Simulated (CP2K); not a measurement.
Runs of CP2K 2026.2 on Si2W. Symmetry: I4/mmm, No. 139, tetragonal system. Conventional cell: a = 3.214 Å, b = 3.214 Å, c = 7.830 Å, α = 90.00°, β = 90.00°, γ = 90.00°. W (site symmetry 4/mmm) has 10 Si at 2.62 Å as nearest neighbours. Si (site symmetry 4mm) is surrounded by 5 Si at 2.59 to 2.63 Å and 5 W at 2.62 Å. 

```tsv
task	level	potentials or basis	smearing	EPS_DEFAULT	NGRIDS	points a segment of the path (NPOINTS)	bands added on the path	cutoff of the non-local correlation (Ry)	gap on the mesh (eV)	pressure (GPa)	largest force (eV/Å)
band structure	optB88-vdW	POTENTIAL_UZH W GTH-PBE-q14, Si GTH-PBE-q4; TZVP-MOLOPT-PBE-GTH basis	fermi-dirac 0.05 eV	1.0E-9	5	10	4	150 Ry	none	5.4	-
band structure	PBE	POTENTIAL_UZH W GTH-PBE-q14, Si GTH-PBE-q4; TZVP-MOLOPT-PBE-GTH basis	fermi-dirac 0.0259 eV	1.0E-9	4	6	2	-	none	2.5	0.07
band structure	PBE	POTENTIAL_UZH W GTH-PBE-q14, Si GTH-PBE-q4; TZVP-MOLOPT-PBE-GTH basis	fermi-dirac 0.05 eV	1.0E-9	5	10	4	-	none	2.5	0.07
band structure	r2SCAN	POTENTIAL_UZH W GTH-SCAN-q14, Si GTH-SCAN-q4; TZVP-MOLOPT-SCAN-GTH basis	fermi-dirac 0.01 eV	1.0E-9	5	6	2	-	none	-2.9	0.07
band structure	BEEF-vdW	POTENTIAL_UZH W GTH-PBE-q14, Si GTH-PBE-q4; TZVP-MOLOPT-PBE-GTH basis	fermi-dirac 0.05 eV	1.0E-9	5	10	4	150 Ry	none	(a)	0.09
band structure	TB-mBJ	POTENTIAL_UZH W GTH-PBE-q14, Si GTH-PBE-q4; TZVP-MOLOPT-PBE-GTH basis	fermi-dirac 0.0259 eV	1.0E-9	5	6	6	-	none	-	-
single point	PBE+D3(BJ)+ATM	POTENTIAL_UZH W GTH-PBE-q14, Si GTH-PBE-q4; TZVP-MOLOPT-PBE-GTH basis	fermi-dirac 0.05 eV	1.0E-9	5	-	-	-	none	-3.5	(b)
```

Alike in all rows: no spin polarisation; cell as given; k mesh 12 × 12 × 12.

Problem. Fill in the values left out.

Solution. (a) 0.9; (b) 0.06.

Caveats: the basis of atomic orbitals isn't converged, which shifts pressures, moduli and gaps; the potentials were made for another functional, which shifts forces and pressure (some runs); this is a model potential without an energy functional, so only levels have meaning (some runs); pairwise dispersion overbinds metals, which lowers pressure and volume (some runs).

A k mesh can miss the band edges, and the runs leave out spin-orbit coupling on W.

A gap of «none» marks a metal or a gap under the smearing width.

Not every run made on this cell is shown here.
